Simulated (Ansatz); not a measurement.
# BaTe: how the settings move a single-point run

How sensitive is a single-point run of BaTe to its settings? A reference run comes first, then four runs with altered input. The cell is built on a prototype (zincblende) and needn't be the phase found in nature.

Method: reference: DFT, HSE06, plane waves, PAW, in Ansatz 0.2.0.

1 further run of the same task is left out (for a known fault of the program).

### 1 Starting point

The structure is cubic, space group F-43m (No. 216). The conventional cell has a = 7.828 Å, b = 7.828 Å, c = 7.828 Å, α = 90.00°, β = 90.00°, γ = 90.00°. Around Ba (site symmetry -43m) lie 4 Te at 3.39 Å. Around Te (site symmetry -43m) lie 4 Ba at 3.39 Å.

Structure file:

```cif
data_structure
_symmetry_space_group_name_H-M 'P 1'
_symmetry_Int_Tables_number 1
_cell_length_a 5.5355
_cell_length_b 5.5355
_cell_length_c 5.5355
_cell_angle_alpha 60.000
_cell_angle_beta 60.000
_cell_angle_gamma 60.000
_cell_volume 119.93
loop_
_atom_site_label
_atom_site_type_symbol
_atom_site_fract_x
_atom_site_fract_y
_atom_site_fract_z
_atom_site_occupancy
Ba1 Ba 0.00000 0.00000 0.00000 1
Te1 Te 0.25000 0.25000 0.25000 1
```

### 2 The reference run

input.yaml

```yaml
crystal:
  lattice:
    - [0.0, 3.9141586662, 3.9141586662]
    - [3.9141586662, 0.0, 3.9141586662]
    - [3.9141586662, 3.9141586662, 0.0]
  atoms:
    - { symbol: Ba, position: [0.0, 0.0, 0.0] }
    - { symbol: Te, position: [0.25, 0.25, 0.25] }
kpoints:
  mp_grid: { grid: [4, 4, 4] }
hamiltonian:
  xc: hse06
scf:
  occupations: { method: fixed }
  n_extra_bands: 4
output:
  forces: true
  stress: true
  eigenvalues: true
  write_density: true
  write_potential: true
  elf: true
  volumetric_format: npy
```

On the command line:

```bash
ansatz run input.yaml --threads 4 --pin off --max-ram 3686MiB --backend cpu --events-out ev --progress --plain --runs-dir out
```

### 3 Changed: xc pbe

input.yaml, as its differences from that of step 2:

```diff
@@ -11,3 +11,3 @@
 hamiltonian:
-  xc: hse06
+  xc: pbe
 scf:
@@ -19,5 +19 @@
   eigenvalues: true
-  write_density: true
-  write_potential: true
-  elf: true
-  volumetric_format: npy
```

### 4 Variant: singularity regularized

input.yaml, as its differences from that of step 2:

```diff
@@ -15,2 +15,3 @@
   n_extra_bands: 4
+  exx: { singularity: regularized }
 output:
@@ -19,5 +20 @@
   eigenvalues: true
-  write_density: true
-  write_potential: true
-  elf: true
-  volumetric_format: npy
```

### 5 Variant: q_mesh [1, 1, 1]

input.yaml, as its differences from that of step 2:

```diff
@@ -15,2 +15,3 @@
   n_extra_bands: 4
+  exx: { q_mesh: [1, 1, 1] }
 output:
@@ -19,5 +20 @@
   eigenvalues: true
-  write_density: true
-  write_potential: true
-  elf: true
-  volumetric_format: npy
```

### 6 Changing settings: occupations.method methfessel_paxton, occupations.width 0.5

input.yaml, as its differences from that of step 2:

```diff
@@ -13,3 +13,3 @@
 scf:
-  occupations: { method: fixed }
+  occupations: { method: methfessel_paxton, width: 0.5 }
   n_extra_bands: 4
@@ -19,5 +19 @@
   eigenvalues: true
-  write_density: true
-  write_potential: true
-  elf: true
-  volumetric_format: npy
```

Before running it: what results should come out? Wanted: for each run, ending; energy change; pressure; gap; force.

As calculated:

| run | ending | energy change | pressure (GPa) | gap (eV) | force (eV/Å) | cycles | time |
| --- | --- | --- | --- | --- | --- | --- | --- |
| reference | converged | 0 | -0.1 | 3.31 | 0.00 | 13 | 27 s |
| 1: xc pbe | converged | not comparable | 0.0 | 2.57 | 0.00 | 6 | 1.3 s |
| 2: singularity regularized | converged | - | -0.1 | 3.31 | 0.00 | 13 | 27 s |
| 3: q_mesh [1, 1, 1] | converged | - | -0.1 | 3.31 | 0.00 | 13 | 27 s |
| 4: occupations.method methfessel_paxton, occupations.width 0.5 | converged | 0.0 meV/atom (σ→0) | -0.1 | 3.31 | 0.00 | 13 | 28 s |

Times don't compare one to one where runs were asked for different outputs or read a saved state (see the inputs); cycles may leave out searches for a lower state.

Residual by cycle in the longest SCF loop of each run; runs are numbered as in the table. The quantity is the density residual dr2, in eV.

| cycle | reference | run 1 | run 2 | run 3 | run 4 |
| --- | --- | --- | --- | --- | --- |
| 1 | 0.0117 | 0.00126 | 0.0117 | 0.0117 | 0.0114 |
| 2 | 0.001 | 1.3e-4 | 0.001 | 0.001 | 0.00101 |
| 3 | 3.8e-4 | 3.3e-5 | 3.8e-4 | 3.8e-4 | 3.8e-4 |
| 4 | 5.4e-5 | 6.2e-7 | 5.4e-5 | 5.4e-5 | 5.4e-5 |
| 5 | 8.8e-6 | 2.1e-8 | 8.8e-6 | 8.8e-6 | 9.4e-6 |
| 6 | 6.5e-6 | 5.6e-10 | 6.5e-6 | 6.5e-6 | 6.7e-6 |
| 7 | 1.8e-7 | - | 1.7e-7 | 1.8e-7 | 4.0e-7 |

What this shows: «occupations.method methfessel_paxton, occupations.width 0.5» leaves the energy as it was. Of the variants the dearest is «occupations.method methfessel_paxton, occupations.width 0.5» (28 s), the cheapest «xc pbe» (1.3 s), on a shared host. The gap of the reference lacks spin-orbit coupling, though the cell holds Te and Ba.
